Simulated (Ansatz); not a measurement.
Here is an Ansatz 0.2.0 calculation.

File input.yaml:

```yaml
crystal:
  lattice:
    - [0.0, 2.9305, 2.9305]
    - [2.9305, 0.0, 2.9305]
    - [2.9305, 2.9305, 0.0]
  atoms:
    - { symbol: In, position: [0.0, 0.0, 0.0] }
    - { symbol: P, position: [0.75, 0.75, 0.75] }
hamiltonian:
  xc: pbesol
  pseudopotentials: { kind: paw_fr }
magnetization:
  noncollinear: true
  spin_orbit: true
kpoints:
  mp_grid: { grid: [8, 8, 8] }
  band_path:
    path:
      - [[0.0, 0.0, 0.0], [0.5, 0.0, 0.5], [0.5, 0.25, 0.75], [0.375, 0.375, 0.75], [0.0, 0.0, 0.0], [0.5, 0.5, 0.5], [0.625, 0.25, 0.625], [0.5, 0.25, 0.75], [0.5, 0.5, 0.5], [0.375, 0.375, 0.75]]
      - [[0.625, 0.25, 0.625], [0.5, 0.0, 0.5]]
    npoints: 14
scf:
  occupations: { method: fixed }
  n_extra_bands: 6
output:
  forces: true
  stress: true
  eigenvalues: true
  fatbands: false
  topological_invariants: true
  write_density: true
  write_potential: true
  elf: true
  volumetric_format: npy
basis:
  ecutrho_ratio: 4
```

Potentials or basis: Ansatz PAW.

Run with:

```sh
$ ansatz run input.yaml --threads 1 --pin off --max-ram 2560MiB --backend cpu --events-out ev --progress --plain --runs-dir out
```

(1) What does it give for the pressure?

(2) Estimate the band gap along the path.

## Answers

(1) 0.5 GPa.

(2) 0.59 eV, direct.

Caveat: the PAW data sets come from PBE, with cores solved anew for the run's functional, which leaves a small shift of forces and pressure.
